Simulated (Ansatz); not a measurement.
The calculation used DFT PBE, scalar-relativistic, plane waves, PAW in Ansatz. All cells share a 420 eV cutoff and Γ-centred k meshes spaced at most about 0.3 Å⁻¹ (about 0.25 or finer for metals, 2π included). No spin polarisation in the final relaxations.

All energies are static (0 K, no zero-point motion).

Two relaxed structures of InP:

A.

Space group P6_3/mmc (No. 194). a = 3.957 Å, b = 3.957 Å, c = 6.481 Å, α = 90.00°, β = 90.00°, γ = 120.00°
| atom | site | symmetry | x | y | z |
| --- | --- | --- | --- | --- | --- |
| In | 2c | -6m2 | 0.3333 | 0.6667 | 0.2500 |
| P | 2a | -3m. | 0.0000 | 0.0000 | 0.0000 |

B.

Space group Cmmm (No. 65). a = 3.907 Å, b = 6.077 Å, c = 3.751 Å, α = 90.00°, β = 90.00°, γ = 90.00°
| atom | site | symmetry | x | y | z |
| --- | --- | --- | --- | --- | --- |
| In | 2c | mmm | 0.5000 | 0.0000 | 0.5000 |
| P | 2a | mmm | 0.0000 | 0.0000 | 0.0000 |

Question: Which would you expect to be lower, and how large is the difference?

Answer: A is lower, by 218 meV/atom. A has the anti-nickel arsenide type, space group P6_3/mmc (No. 194), 22.0 Å³/atom and no gap on its mesh; B has space group Cmmm (No. 65), 22.3 Å³/atom and no gap. Counting P atoms around In (those within 1.25 times the shortest such distance or 1.15 times the sum of covalent radii), A has In 6 and B has In 4. Even the lower one lies +0.11 eV/atom against the reference forms of the elements (uncorrected), so neither is stable at this level. In A, In is surrounded by 6 P at 2.80 Å; P has 6 In at 2.80 Å and 2 P at 3.24 Å. In B, around In lie 4 P at 2.71 Å; P is surrounded by 4 In at 2.71 Å. Both come from invented guesses. The part of the Crystallography Open Database at hand lists InP in space groups No. 216, 225; no cell shown has one of them.

No dispersion correction is applied, so the spacing and binding between layers, chains or molecules are poorly described (Cmmm), and this can change margins and order among such cells. Cells relaxed within their symmetry can be saddle points.
